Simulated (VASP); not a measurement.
# SnO2 (Cassiterite) (P4_2/mnm) in VASP: a series of runs

One crystal, SnO2 (Cassiterite), is run at these levels: LDA; tasks: single point.

All numbers are computed with VASP 6.6.1; they aren't measurements. Logs are shortened: lines on timing, memory, paths and dates and some standing lists are left out, and cuts for length are marked.

## (1) The undisturbed crystal

Symmetry: P4_2/mnm, No. 136, tetragonal system. Conventional cell: a = 4.738 Å, b = 4.738 Å, c = 3.187 Å, α = 90.00°, β = 90.00°, γ = 90.00°. Sn (site symmetry mmm) has 6 O at 2.05 to 2.06 Å as nearest neighbours. O (site symmetry m2m) has 3 Sn at 2.05 to 2.06 Å as nearest neighbours.

## (2) Single point, LDA

Contents of INCAR:

```
PREC = Accurate
ENCUT = 400
EDIFF = 1E-7
ISMEAR = 0
SIGMA = 0.05
LREAL = False
LASPH = True
NELM = 100
ALGO = Normal
ISIF = 2
LWAVE = False
LCHARG = False
GGA = CA
NBANDS = 35
ADDGRID = False
```

Contents of KPOINTS:

```
regular mesh
0
Gamma
  2 2 2
```

Contents of POSCAR:

```
SnO2
1.0
    4.7380000000      0.0000000000      0.0000000000
    0.0000000000      4.7380000000      0.0000000000
    0.0000000000      0.0000000000      3.1865000000
Sn O
2 4
Direct
    0.5083380000      0.5032920000      0.5086530000
   -0.0051220000      0.0135540000     -0.0007820000
    0.8109230000      0.1826710000      0.5004320000
    0.6982190000      0.6813010000      0.0618330000
    0.2015220000      0.8103230000      0.4933280000
    0.2970720000      0.3208310000      0.0016070000
```

Potentials or basis: VASP PAW LDA potentials, release 64 (Sn_d, O).

On the command line:

```bash
$ cat potpaw_LDA.64/Sn_d/POTCAR potpaw_LDA.64/O/POTCAR > POTCAR
$ mpirun -np 1 vasp_std > vasp.out
```

OUTCAR:

```text
PREC = Accurate
   ENCUT = 400
   EDIFF = 1E-7
   ISMEAR = 0
   LREAL = False
   LASPH = True
   NELM = 100
   ISIF = 2
   GGA = CA

 Found      8 irreducible k-points:

 Following reciprocal coordinates:
            Coordinates               Weight
  0.000000  0.000000  0.000000      1.000000
  0.500000  0.000000  0.000000      1.000000
  0.000000  0.500000  0.000000      1.000000
  0.500000  0.500000  0.000000      1.000000
  0.000000  0.000000  0.500000      1.000000
  0.500000  0.000000  0.500000      1.000000
   k-points           NKPTS =      8   k-points in BZ     NKDIM =      8   number of bands    NBANDS=     35
   number of dos      NEDOS =    301   number of ions     NIONS =      6
   total plane-waves  NPLWV =  24576
   dimension x,y,z NGX =    32 NGY =   32 NGZ =   24
   dimension x,y,z NGXF=    64 NGYF=   64 NGZF=   48
   ions per type =               2   4
   NGX,Y,Z   is equivalent  to a cutoff of  11.23, 11.23, 12.52 a.u.
   NGXF,Y,Z  is equivalent  to a cutoff of  22.46, 22.46, 25.04 a.u.
 SYSTEM =  unknown system
   PREC   = accura    normal or accurate (medium, high low for compatibility)
   ISTART =      0    job   : 0-new  1-cont  2-samecut
   ICHARG =      2    charge: 1-file 2-atom 10-const
   ISPIN  =      1    spin polarized calculation?
   LNONCOLLINEAR =      F non collinear calculations
   LSORBIT =      F    spin-orbit coupling
   LASPH  =      T    aspherical Exc in radial PAW
   ENCUT  =  400.0 eV  29.40 Ry    5.42 a.u.   7.73  7.73  5.20*2*pi/ulx,y,z
   NELM   =    100;   NELMIN=  2; NELMDL= -5     # of ELM steps
   EDIFF  = 0.1E-06   stopping-criterion for ELM
   LREAL  =      F    real-space projection
   EDIFFG = 0.1E-05   stopping-criterion for IOM
   NSW    =      0    number of steps for IOM
   IBRION =     -1    ionic relax: 0-MD 1-quasi-New 2-CG
   NFREE  =      0    steps in history (QN), initial steepest desc. (CG)
   ISIF   =      2    stress and relaxation
   ISYM   =      2    0-nonsym 1-usesym 2-fastsym
   POTIM  = 0.5000    time-step for ionic-motion
   TEBEG  =    0.0;   TEEND  =   0.0 temperature during run
   PSTRESS=    0.0 pullay stress
   NELECT =      52.0000    total number of electrons
   NUPDOWN=      -1.0000    fix difference up-down
   EMIN   =  10.00;   EMAX   =-10.00  energy-range for DOS
   EFERMI =   0.00;   METHOD = LEGACY
   ISMEAR =     0;   SIGMA  =   0.05  broadening in eV -4-tet -1-fermi 0-gaus
   EFERMI_NEDOS =   21; number of points for ismear=-14 and -15
   IALGO  =     38    algorithm
   IMIX   =      4    mixing-type and parameters
     AMIX     =   0.40;   BMIX     =  1.00
     AMIX_MAG =   1.60;   BMIX_MAG =  1.00
  volume/ion in A,a.u.               =      11.92        80.45
  Fermi-wavevector in a.u.,A,eV,Ry     =   1.472000  2.781677 29.480903  2.166785
  Thomas-Fermi vector in A             =   2.587068
   LORBIT       =      0    0 simple, 1 ext, 2 COOP (PROOUT), +10 PAW based schemes
   GGA     = CA    functional components
   LHFCALC =     F    Hartree Fock is set to
   AEXX    =    0.0000 exact exchange contribution
   IVDW    =     0    specifies the selected vdW correction
   LEPSILON=     F    determine dielectric tensor
   LRPA    =     F    only Hartree local field effects (RPA)
 non-spin polarized calculation
 Gauss-broadening in eV      SIGMA  =   0.05
  energy-cutoff  :      400.00
  volume of cell :       71.53
 maximum number of plane-waves:      1344
 NGX is ok and might be reduce to    32
   NGX = 15   NGY = 15   NGZ = 11

 number of electron      52.0000002 magnetization

 Free energy of the ion-electron system (eV)
  ---------------------------------------------------
  ext. energy  EPLUGINS =         0.00000000
  ---------------------------------------------------
  free energy    TOTEN  =       -41.34089110 eV

  energy without entropy =      -41.34089110  energy(sigma->0) =      -41.34089110

 E-fermi :   6.2767     XC(G=0): -11.7831

 val. band max:        6.0272957873   @ k =   0.0000   0.0000   0.0000
 cond. band min:       7.0688732076   @ k =   0.0000   0.0000   0.0000
 fundamental gap:      1.0415774202
 Fermi energy:         6.2766551672

 k-point     1 :       0.0000    0.0000    0.0000
  band No.  band energies     occupation
      1     -15.2174      2.00000
      2     -14.5881      2.00000
      3     -14.1836      2.00000
      4     -14.1687      2.00000
      5     -14.1555      2.00000
      6     -14.0213      2.00000
[... 27 lines left out ...]
     34      17.7558      0.00000
     35      18.1578      0.00000

 k-point     2 :       0.5000    0.0000    0.0000
  band No.  band energies     occupation
      1     -14.9631      2.00000
      2     -14.8415      2.00000
      3     -14.2348      2.00000
      4     -14.1630      2.00000
      5     -14.1375      2.00000
      6     -14.1074      2.00000
[... 27 lines left out ...]
     34      18.1790      0.00000
     35      18.4757      0.00000

 k-point     3 :       0.0000    0.5000    0.0000
  band No.  band energies     occupation
      1     -14.9511      2.00000
      2     -14.8663      2.00000
      3     -14.2031      2.00000
      4     -14.1628      2.00000
      5     -14.1580      2.00000
      6     -14.1067      2.00000
[... 27 lines left out ...]
     34      17.9904      0.00000
     35      18.4643      0.00000

 k-point     4 :       0.5000    0.5000    0.0000
  band No.  band energies     occupation
      1     -14.9901      2.00000
      2     -14.9840      2.00000
      3     -14.1825      2.00000
      4     -14.1707      2.00000
      5     -14.1510      2.00000
      6     -14.1041      2.00000
[... 27 lines left out ...]
     34      17.8942      0.00000
     35      18.4499      0.00000

 k-point     5 :       0.0000    0.0000    0.5000
  band No.  band energies     occupation
      1     -15.0487      2.00000
      2     -15.0273      2.00000
      3     -14.4084      2.00000
      4     -14.3285      2.00000
      5     -13.9954      2.00000
      6     -13.9620      2.00000
[... 27 lines left out ...]
     34      16.7024      0.00000
     35      17.9506      0.00000

 k-point     6 :       0.5000    0.0000    0.5000
  band No.  band energies     occupation
      1     -15.1983      2.00000
      2     -15.1438      2.00000
      3     -14.1911      2.00000
      4     -14.1302      2.00000
      5     -13.9925      2.00000
      6     -13.9762      2.00000
[... 27 lines left out ...]
     34      17.8919      0.00000
     35      18.1958      0.00000

 [... further k-points ...]
[... 5 lines left out ...]
  --------------------------------------------------------------------------------------
  -------------------------------------------------------------------------------------
  Total       -2.4015416     -2.5095609      2.0985396      0.3782614     -1.4697730     -1.4537493
  in kB      -53.7893951    -56.2087971     47.0027990      8.4722469    -32.9197713    -32.5608758
  external PRESSURE =     -20.9984644 kB  Pullay stress =       0.0000000 kB

 VOLUME and BASIS-vectors are now :
 -----------------------------------------------------------------------------
  energy-cutoff  :      400.00
  volume of cell :       71.53
      direct lattice vectors                 reciprocal lattice vectors
     4.738000000  0.000000000  0.000000000     0.211059519  0.000000000  0.000000000
     0.000000000  4.738000000  0.000000000     0.000000000  0.211059519  0.000000000
     0.000000000  0.000000000  3.186500000     0.000000000  0.000000000  0.313823945

 POSITION                                       TOTAL-FORCE (eV/Angst)
 -----------------------------------------------------------------------------------
      2.40851      2.38460      1.62082        -1.699332     -0.752036      2.089843
      4.71373      0.06422      3.18401         1.492233     -1.862411      0.070291
      3.84215      0.86550      1.59463        -1.370097      1.135185      0.302916
      3.30816      3.22800      0.19703         1.604106      1.480033     -3.068435
      0.95481      3.83931      1.57199        -0.223811      0.302101      0.549016
      1.40753      1.52010      0.00512         0.196902     -0.302872      0.056369
 -----------------------------------------------------------------------------------
    total drift:                               -0.001972     -0.001637     -0.000319

  FREE ENERGIE OF THE ION-ELECTRON SYSTEM (eV)
  ---------------------------------------------------
  free  energy   TOTEN  =       -41.3408910951 eV

  energy  without entropy=      -41.3408910951  energy(sigma->0) =      -41.34089110
```

It took 9.8 s on 1 thread of Intel Xeon Platinum 8488C (Sapphire Rapids), shared host; peak memory 0.14 GiB.

The run converged, but some of its settings lie outside the range that counts as converged, so its numbers aren't taken as properties of the crystal.

What came out:

```yaml
Free_energy: -41.3409 eV
Largest_force: 3.765 eV/Å
Band_gap_on_the_k_mesh: 1.04 eV, direct
```

Caveat: the k mesh is coarse (spacing up to 0.99 Å⁻¹), so the values aren't converged; the cutoff is under 1.25 times the usual one of these potentials, so pressure, stress and relaxed cells hold a basis-set (Pulay) error; spin-orbit coupling is left out, which moves the levels of the heavy elements.

## (3) Single point, LDA

INCAR is that of step 2.

Contents of KPOINTS:

```
regular mesh
0
Gamma
  2 2 3
```

POSCAR is that of step 2.

Potentials or basis: VASP PAW LDA potentials, release 64 (Sn_d, O).

On the command line:

```bash
$ cat potpaw_LDA.64/Sn_d/POTCAR potpaw_LDA.64/O/POTCAR > POTCAR
$ mpirun -np 1 vasp_std > vasp.out
```

Run time: 10 s. Hardware: 1 thread of Intel Xeon Platinum 8488C (Sapphire Rapids), shared host; peak memory 0.14 GiB.

These settings aren't checked as converged: the numbers below hold their error.

Results:

```
Free energy            : -41.8140 eV
Largest force          : 3.689 eV/Å
Band gap on the k mesh : 1.08 eV, direct
```

Caveat: the k mesh is coarse (spacing up to 0.66 Å⁻¹), so the values aren't converged; the cutoff is under 1.25 times the usual one of these potentials, so pressure, stress and relaxed cells hold a basis-set (Pulay) error; spin-orbit coupling is left out, which moves the levels of the heavy elements.

## (4) The reference run

An earlier run on the cell as given: functional PBEsol; potentials or basis VASP PAW PBE potentials, release 64 (Sn_d, O); cutoff 520 eV; k mesh 6 × 6 × 8; occupations fermi-dirac, width 0.05 eV; no spin polarisation.

- Pressure: 5.4 GPa
- Largest force: 0.229 eV/Å
- Band gap on the k mesh: 1.18 eV, direct
